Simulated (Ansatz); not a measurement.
Runs of Ansatz 0.2.0 on Ca. It takes space group I4/mmm (No. 139, tetragonal). Conventional cell: a = 4.410 Å, b = 4.410 Å, c = 4.392 Å, α = 90.00°, β = 90.00°, γ = 90.00°. Ca (site symmetry 4/mmm) has 8 Ca at 3.81 Å as nearest neighbours. This isn't the form of Ca at room conditions, which is fcc.

```tsv
task	level	potentials or basis	cell	cutoff (eV)	smearing	atoms under strain	gap on the mesh (eV)	pressure (GPa)
projected density of states	r2SCAN0	Ansatz PAW	volume scaled by 1.08	500	methfessel-paxton 0.05 eV	-	none	(a)
relaxation of cell and atoms	HSE06	Ansatz PAW earlier set	relaxed	520	gaussian 0.025 eV	-	none	0.0
elastic constants	m-r2SCAN	PseudoDojo stringent (PBE files)	as given	925	methfessel-paxton 0.01 eV	relaxed	none	0.4
projected density of states	r2SCAN0	Ansatz PAW	as given	500	fermi-dirac 0.01 eV	-	none	1.0
```

Alike in all rows: no spin polarisation; k mesh 6 × 6 × 6.

Problem. Estimate the missing entries.

Solution. (a) -0.5.

Caveats: the PAW data sets come from PBE, with cores solved anew for the run's functional, which leaves a small shift of forces and pressure (some runs); the thresholds are loose for stress (some runs); the plane-wave basis is chosen anew once the cell has moved, so the energies of steps on either side of that aren't comparable (some runs); the meta-GGA runs on potentials made for a GGA (some runs); the elastic tensor has a negative eigenvalue, so either the cell is unstable as it stands or the mesh is too thin (some runs); the potentials were made for another functional, which shifts forces and pressure (some runs).

A gap of «none» marks a metal or a gap under the smearing width.

Runs at the PBE level aren't shown here.
